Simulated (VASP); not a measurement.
# CdTe (F-43m) in VASP: band structure with HSE06

Aim: the band structure of CdTe with HSE06.

All numbers are computed with VASP 6.6.1; they aren't measurements. Logs are shortened: lines on timing, memory, paths and dates and some standing lists are left out, and cuts for length are marked.

**Measured values to compare with.**

From a printed reference work, data compilation, for a bulk crystal of CdTe at 0 K: band gap 1.607 eV.

The runs below are set against these values where they give the same quantity.

### Step 1. The structure

Symmetry: F-43m, No. 216, cubic system. Conventional cell: a = 6.410 Å, b = 6.410 Å, c = 6.410 Å, α = 90.00°, β = 90.00°, γ = 90.00°. Around Cd (site symmetry -43m) lie 4 Te at 2.78 Å. Te (site symmetry -43m) has 4 Cd at 2.78 Å as nearest neighbours.

### Step 2. Band structure, HSE06

POSCAR

```
CdTe
1.0
    0.0000000000      3.2050000000      3.2050000000
    3.2050000000      0.0000000000      3.2050000000
    3.2050000000      3.2050000000      0.0000000000
Cd Te
1 1
Direct
    0.0000000000      0.0000000000      0.0000000000
    0.2500000000      0.2500000000      0.2500000000
```

INCAR.step1

```
SYSTEM = CdTe
ALGO = Normal
EDIFF = 1E-5
ENCUT = 520
GGA = PE
ISIF = 2
ISMEAR = 0
KPAR = 4
LASPH = .True.
LCHARG = .False.
LREAL = .False.
LWAVE = .True.
NELM = 100
PREC = Accurate
SIGMA = 0.02
```

INCAR.step2

```
SYSTEM = CdTe
ALGO = Normal
EDIFF = 1E-7
ENCUT = 520
GGA = PE
HFSCREEN = 0.2
ISIF = 2
ISMEAR = 0
ISTART = 1
KPAR = 4
LASPH = .True.
LCHARG = .False.
LHFCALC = .True.
LREAL = .False.
LWAVE = .False.
NELM = 100
PREC = Accurate
PRECFOCK = Fast
SIGMA = 0.02
```

KPOINTS

```
k-points
0
Gamma
  6 6 6
  0 0 0
```

KPOINTS_OPT

```
path GXWKGLUWLK,UX
10
line-mode
reciprocal
 0.0000000000  0.0000000000  0.0000000000  G
 0.5000000000  0.0000000000  0.5000000000  X

 0.5000000000  0.0000000000  0.5000000000  X
 0.5000000000  0.2500000000  0.7500000000  W

 0.5000000000  0.2500000000  0.7500000000  W
 0.3750000000  0.3750000000  0.7500000000  K

 0.3750000000  0.3750000000  0.7500000000  K
 0.0000000000  0.0000000000  0.0000000000  G

 0.0000000000  0.0000000000  0.0000000000  G
 0.5000000000  0.5000000000  0.5000000000  L

 0.5000000000  0.5000000000  0.5000000000  L
 0.6250000000  0.2500000000  0.6250000000  U

 0.6250000000  0.2500000000  0.6250000000  U
 0.5000000000  0.2500000000  0.7500000000  W

 0.5000000000  0.2500000000  0.7500000000  W
 0.5000000000  0.5000000000  0.5000000000  L

 0.5000000000  0.5000000000  0.5000000000  L
 0.3750000000  0.3750000000  0.7500000000  K

 0.6250000000  0.2500000000  0.6250000000  U
 0.5000000000  0.0000000000  0.5000000000  X
```

Potentials or basis: VASP PAW PBE potentials, release 64 (Cd, Te).

Launch:

```
$ cat potpaw_PBE.64/Cd/POTCAR potpaw_PBE.64/Te/POTCAR > POTCAR
$ cp INCAR.step1 INCAR
$ mpirun -np 4 vasp_std > vasp.out
$ cp INCAR.step2 INCAR
$ mpirun -np 4 vasp_std > vasp.out
```

OUTCAR:

```text
SYSTEM = CdTe
   EDIFF = 1E-7
   ENCUT = 520
   GGA = PE
   HFSCREEN = 0.2
   ISIF = 2
   ISMEAR = 0
   ISTART = 1
   LASPH = .True.
   LHFCALC = .True.
   LREAL = .False.
   NELM = 100
   PREC = Accurate
   PRECFOCK = Fast

 ion  position               nearest neighbor table
   1  0.000  0.000  0.000-   2 2.78   2 2.78   2 2.78   2 2.78
   2  0.250  0.250  0.250-   1 2.78   1 2.78   1 2.78   1 2.78

  LATTYP: Found a face centered cubic cell.
 ALAT       =     6.4100000000

  Lattice vectors:

 A1 = (   0.0000000000,   3.2050000000,   3.2050000000)
 A2 = (   3.2050000000,   0.0000000000,   3.2050000000)
 A3 = (   3.2050000000,   3.2050000000,   0.0000000000)

Analysis of symmetry for initial positions (statically):
=====================================================================
 Subroutine PRICEL returns:
 Original cell was already a primitive cell.

 Routine SETGRP: Setting up the symmetry group for a
 face centered cubic supercell.

 Subroutine GETGRP returns: Found 24 space group operations
 (whereof 24 operations were pure point group operations)
 out of a pool of 48 trial point group operations.

The static configuration has the point symmetry T_d .

Analysis of symmetry for dynamics (positions and initial velocities):
=====================================================================
 Subroutine PRICEL returns:
 Original cell was already a primitive cell.

 Routine SETGRP: Setting up the symmetry group for a
 face centered cubic supercell.

 Subroutine GETGRP returns: Found 24 space group operations
 (whereof 24 operations were pure point group operations)
 out of a pool of 48 trial point group operations.

The dynamic configuration has the point symmetry T_d .

 Subroutine INISYM returns: Found 24 space group operations
 (whereof 24 operations are pure point group operations),
 and found     1 'primitive' translations

----------------------------------------------------------------------------------------

                                     Primitive cell

  volume of cell :      65.8437

  direct lattice vectors                    reciprocal lattice vectors
     0.000000000  3.205000000  3.205000000    -0.156006240  0.156006240  0.156006240
     3.205000000  0.000000000  3.205000000     0.156006240 -0.156006240  0.156006240
     3.205000000  3.205000000  0.000000000     0.156006240  0.156006240 -0.156006240

  length of vectors
     4.532554467  4.532554467  4.532554467     0.270210734  0.270210734  0.270210734

  position of ions in fractional coordinates (direct lattice)
     0.000000000  0.000000000  0.000000000
     0.250000000  0.250000000  0.250000000

  ion indices of the primitive-cell ions
   primitive index   ion index
                 1           1
                 2           2

----------------------------------------------------------------------------------------

 KPOINTS: k-points

Automatic generation of k-mesh.
 Grid dimensions read from file:
 generate k-points for:    6    6    6

 Generating k-lattice:

  Cartesian coordinates                     Fractional coordinates (reciprocal lattice)
    -0.026001040  0.026001040  0.026001040     0.166666667  0.000000000  0.000000000
     0.026001040 -0.026001040  0.026001040     0.000000000  0.166666667  0.000000000
     0.026001040  0.026001040 -0.026001040     0.000000000  0.000000000  0.166666667

  Length of vectors
     0.045035122  0.045035122  0.045035122

  Shift w.r.t. Gamma in fractional coordinates (k-lattice)
     0.000000000  0.000000000  0.000000000

 Subroutine IBZKPT returns following result:
 ===========================================

 Found     16 irreducible k-points:

 Following reciprocal coordinates:
            Coordinates               Weight
  0.000000  0.000000  0.000000      1.000000
  0.166667  0.000000  0.000000      8.000000
  0.333333  0.000000  0.000000      8.000000
  0.500000  0.000000  0.000000      4.000000
  0.166667  0.166667  0.000000      6.000000
  0.333333  0.166667  0.000000     24.000000
[... 8 lines left out ...]
 -0.333333  0.333333  0.166667     24.000000
 -0.333333  0.500000  0.166667     12.000000
   k-points           NKPTS =     16   k-points in BZ     NKDIM =    216   number of bands    NBANDS=     13
   number of dos      NEDOS =    301   number of ions     NIONS =      2
   total plane-waves  NPLWV =  46656
   dimension x,y,z NGX =    36 NGY =   36 NGZ =   36
   dimension x,y,z NGXF=    72 NGYF=   72 NGZF=   72
   ions per type =               1   1
   NGX,Y,Z   is equivalent  to a cutoff of  13.20, 13.20, 13.20 a.u.
   NGXF,Y,Z  is equivalent  to a cutoff of  26.41, 26.41, 26.41 a.u.
 SYSTEM =  CdTe
   PREC   = accura    normal or accurate (medium, high low for compatibility)
   ISTART =      1    job   : 0-new  1-cont  2-samecut
   ICHARG =      0    charge: 1-file 2-atom 10-const
   ISPIN  =      1    spin polarized calculation?
   LNONCOLLINEAR =      F non collinear calculations
   LSORBIT =      F    spin-orbit coupling
   LASPH  =      T    aspherical Exc in radial PAW
   ENCUT  =  520.0 eV  38.22 Ry    6.18 a.u.   8.43  8.43  8.43*2*pi/ulx,y,z
   NELM   =    100;   NELMIN=  2; NELMDL=  0     # of ELM steps
   EDIFF  = 0.1E-06   stopping-criterion for ELM
   LREAL  =      F    real-space projection
   EDIFFG = 0.1E-05   stopping-criterion for IOM
   NSW    =      0    number of steps for IOM
   IBRION =     -1    ionic relax: 0-MD 1-quasi-New 2-CG
   NFREE  =      0    steps in history (QN), initial steepest desc. (CG)
   ISIF   =      2    stress and relaxation
   ISYM   =      3    0-nonsym 1-usesym 2-fastsym
   POTIM  = 0.5000    time-step for ionic-motion
   TEBEG  =    0.0;   TEEND  =   0.0 temperature during run
   PSTRESS=    0.0 pullay stress
   NELECT =      18.0000    total number of electrons
   NUPDOWN=      -1.0000    fix difference up-down
   EMIN   =  10.00;   EMAX   =-10.00  energy-range for DOS
   EFERMI =   0.00;   METHOD = LEGACY
   ISMEAR =     0;   SIGMA  =   0.02  broadening in eV -4-tet -1-fermi 0-gaus
   EFERMI_NEDOS =   21; number of points for ismear=-14 and -15
   IALGO  =     38    algorithm
   IMIX   =      1    mixing-type and parameters
     AMIX     =   0.40;   BMIX     =  1.00
     AMIX_MAG =   1.60;   BMIX_MAG =  1.00
  volume/ion in A,a.u.               =      32.92       222.17
  Fermi-wavevector in a.u.,A,eV,Ry     =   1.062497  2.007828 15.359610  1.128899
  Thomas-Fermi vector in A             =   2.197950
   LORBIT       =      0    0 simple, 1 ext, 2 COOP (PROOUT), +10 PAW based schemes
   GGA     = PE    functional components
   LHFCALC =     T    Hartree Fock is set to
   PRECFOCK=fast      Normal, Fast or Accurate (Low or Medium for compatibility)
   ENCUT4O =  -1.0   cutoff for four orbital integrals eV
   NKREDX  =     1    reduce k-point grid by
   NKREDY  =     1    reduce k-point grid by
   NKREDZ  =     1    reduce k-point grid by
   AEXX    =    0.2500 exact exchange contribution
   HFSCREEN=    0.2000 screening length (either q_TF or 0.3 A-1)
   HFSCREENC=   0.2000 screening length for correlation (either q_TF or 0.3 A-1)
   ENCUTFOCK=  -1.0 apply spherical cutoff to Coloumb kernel
   IVDW    =     0    specifies the selected vdW correction
   LEPSILON=     F    determine dielectric tensor
   LRPA    =     F    only Hartree local field effects (RPA)
 non-spin polarized calculation
 Gauss-broadening in eV      SIGMA  =   0.02
  energy-cutoff  :      520.00
  volume of cell :       65.84
 maximum number of plane-waves:      1807
 NGX is ok and might be reduce to    36
  NGX = 20; NGY = 20; NGZ = 20

 number of electron      17.9999995 magnetization

 Free energy of the ion-electron system (eV)
  ---------------------------------------------------
  ext. energy  EPLUGINS =         0.00000000
  ---------------------------------------------------
  free energy    TOTEN  =        -6.00935835 eV

  energy without entropy =       -6.00935835  energy(sigma->0) =       -6.00935835

 E-fermi :   2.2629     XC(G=0):  -7.2713

 val. band max:        2.1347684491   @ k =   0.0000   0.0000   0.0000
 cond. band min:       3.8050095163   @ k =   0.0000   0.0000   0.0000
 fundamental gap:      1.6702410672
 Fermi energy:         2.2628507145

 k-point     1 :       0.0000    0.0000    0.0000
  band No.  band energies     occupation
      1     -10.2270      2.00000
      2      -7.5671      2.00000
      3      -7.5671      2.00000
      4      -7.5671      2.00000
      5      -7.2768      2.00000
      6      -7.2768      2.00000
      7       2.1348      2.00000
      8       2.1348      2.00000
      9       2.1348      2.00000
     10       3.8050      0.00000
     11       7.6005      0.00000
     12       7.6005      0.00000
     13       7.6005      0.00000

 k-point     2 :       0.1667    0.0000    0.0000
  band No.  band energies     occupation
      1     -10.1149      2.00000
      2      -7.5468      2.00000
      3      -7.5468      2.00000
      4      -7.4622      2.00000
      5      -7.2782      2.00000
      6      -7.2782      2.00000
      7       0.3151      2.00000
      8       1.8760      2.00000
      9       1.8760      2.00000
     10       4.8725      0.00000
     11       7.7504      0.00000
     12       7.9792      0.00000
     13       7.9792      0.00000

 k-point     3 :       0.3333    0.0000    0.0000
  band No.  band energies     occupation
      1      -9.9003      2.00000
      2      -7.5115      2.00000
      3      -7.5115      2.00000
      4      -7.2746      2.00000
      5      -7.2746      2.00000
      6      -7.1110      2.00000
      7      -1.8369      2.00000
      8       1.4400      2.00000
      9       1.4400      2.00000
     10       4.9273      0.00000
     11       8.2591      0.00000
     12       8.2591      0.00000
     13       9.4551      0.00000
[... 177 lines left out ...]
 k-point    15 :      -0.3333    0.3333    0.1667
  band No.  band energies     occupation
      1      -9.7117      2.00000
      2      -7.4536      2.00000
      3      -7.4382      2.00000
      4      -7.3045      2.00000
      5      -7.2745      2.00000
      6      -6.6010      2.00000
      7      -2.4923      2.00000
      8      -0.5709      2.00000
      9       0.3152      2.00000
     10       6.8487      0.00000
     11       7.5426      0.00000
     12       8.9264      0.00000
     13      10.3974      0.00000

 k-point    16 :      -0.3333    0.5000    0.1667
  band No.  band energies     occupation
      1      -9.6826      2.00000
      2      -7.4237      2.00000
      3      -7.4211      2.00000
      4      -7.3300      2.00000
      5      -7.2641      2.00000
      6      -6.5346      2.00000
      7      -2.5359      2.00000
      8      -0.3960      2.00000
      9      -0.2731      2.00000
     10       6.6358      0.00000
     11       6.8274      0.00000
     12       9.8787      0.00000
     13      10.1562      0.00000

------------------------ aborting loop because EDIFF is reached ----------------------------------------

  FORCE on cell =-STRESS in cart. coord.  units (eV):
  Direction    XX          YY          ZZ          XY          YZ          ZX
  --------------------------------------------------------------------------------------
  -------------------------------------------------------------------------------------
  Total        1.3602043      1.3602043      1.3602043      0.0000000     -0.0000000      0.0000000
  in kB       33.0979136     33.0979136     33.0979136      0.0000000     -0.0000000      0.0000000
  external PRESSURE =      33.0979136 kB  Pullay stress =       0.0000000 kB

 VOLUME and BASIS-vectors are now :
 -----------------------------------------------------------------------------
  energy-cutoff  :      520.00
  volume of cell :       65.84
      direct lattice vectors                 reciprocal lattice vectors
     0.000000000  3.205000000  3.205000000    -0.156006240  0.156006240  0.156006240
     3.205000000  0.000000000  3.205000000     0.156006240 -0.156006240  0.156006240
     3.205000000  3.205000000  0.000000000     0.156006240  0.156006240 -0.156006240

 POSITION                                       TOTAL-FORCE (eV/Angst)
 -----------------------------------------------------------------------------------
      0.00000      0.00000      0.00000        -0.000000     -0.000000      0.000000
      1.60250      1.60250      1.60250         0.000000      0.000000     -0.000000
 -----------------------------------------------------------------------------------
    total drift:                               -0.000001     -0.000000     -0.000001

  FREE ENERGIE OF THE ION-ELECTRON SYSTEM (eV)
  ---------------------------------------------------
  free  energy   TOTEN  =        -6.0093583478 eV

  energy  without entropy=       -6.0093583478  energy(sigma->0) =       -6.00935835
```

Wall time 49 min (4 MPI ranks of AMD EPYC 7R13 (Zen 3), shared host); peak memory 0.41 GiB.

What came out:

- Free energy: -6.0094 eV
- Pressure: 3.3 GPa
- Band gap on the k mesh: 1.67 eV, direct
- Band gap along the path: 1.67 eV, direct

Levels at the corners of the path, in eV from the valence-band top:
```csv
point,band 5,band 6,band 7,band 8,band 9,band 10,band 11,band 12,band 13
Γ,-9.41,-9.41,0.00,0.00,0.00,1.67,5.47,5.47,5.47
X,-9.38,-8.74,-4.79,-2.13,-2.13,3.21,3.47,10.21,10.58
X,-9.38,-8.74,-4.79,-2.13,-2.13,3.21,3.47,10.22,10.58
W,-9.41,-8.65,-4.62,-2.66,-2.49,5.42,5.45,6.53,7.13
W,-9.41,-8.65,-4.62,-2.66,-2.49,5.42,5.45,6.53,7.13
K,-9.40,-8.69,-4.66,-2.91,-1.76,3.65,5.48,8.42,8.84
K,-9.40,-8.69,-4.66,-2.91,-1.76,3.65,5.48,8.42,8.63
Γ,-9.41,-9.41,0.00,0.00,0.00,1.67,5.47,5.47,5.47
Γ,-9.41,-9.41,0.00,0.00,0.00,1.67,5.47,5.47,5.47
L,-9.40,-8.94,-4.96,-0.88,-0.88,2.67,6.06,6.06,8.02
L,-9.40,-8.94,-4.96,-0.88,-0.88,2.67,6.06,6.06,8.02
U,-9.40,-8.69,-4.66,-2.91,-1.76,3.65,5.48,8.42,8.62
U,-9.40,-8.69,-4.66,-2.91,-1.76,3.65,5.48,8.42,8.63
W,-9.41,-8.65,-4.62,-2.66,-2.49,5.42,5.45,6.53,7.13
W,-9.41,-8.65,-4.62,-2.66,-2.49,5.42,5.45,6.53,7.13
L,-9.40,-8.94,-4.96,-0.88,-0.88,2.67,6.06,6.06,8.02
L,-9.40,-8.94,-4.96,-0.88,-0.88,2.67,6.06,6.06,8.02
K,-9.40,-8.69,-4.66,-2.91,-1.76,3.65,5.48,8.42,8.63
U,-9.40,-8.69,-4.66,-2.91,-1.76,3.65,5.48,8.42,8.63
X,-9.38,-8.74,-4.79,-2.13,-2.13,3.21,3.47,10.24,10.58
```

Caveat: the PAW data sets were made with another functional, which shifts forces and pressure a little; spin-orbit coupling is left out, which moves the levels of the heavy elements.

### Step 3. Comparison with measurements

Step 2. A measured gap of CdTe is 1.607 eV (0 K; a printed reference work, data compilation); the calculated 1.67 eV misses it by +0.06 eV. Spin-orbit coupling on Cd, Te is left out. The value is that of HSE06, without temperature or zero-point motion.
